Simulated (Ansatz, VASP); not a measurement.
## One calculation of C, two programs

```xyz
1
Lattice="0.0000 1.5430 1.5430 1.5430 0.0000 1.5430 1.5430 1.5430 0.0000" Properties=species:S:1:pos:R:3 pbc="T T T"
C     0.0000    0.0000    0.0000
```

Alike in both runs: task electric field gradients; functional PBEsol; k mesh 16 × 16 × 16; occupations fermi-dirac, width 0.03 eV; no spin polarisation.

```csv
,VASP,Ansatz
version,VASP 6.6.1,Ansatz 0.2.0
potentials or method,"VASP PAW PBE potentials, release 64 (C)","PAW with Ansatz's default frozen-core files, scalar-relativistic"
plane-wave cutoff (eV),520,420
valence electrons in the cell,4,4
```

VASP gave:

* pressure (GPa): -6.9
* Vzz of the field gradient on the site that differs most (V/Å²): 0.0

Problem. Estimate Ansatz's values.

Solution. Pressure (GPa): -7.0; Vzz of the field gradient on the site that differs most (V/Å²): 0.0.

The functional is the same, so the differences come from potentials, cutoffs and numerics.

Caveats: the PAW data sets were made with another functional, which shifts forces and pressure a little (VASP).
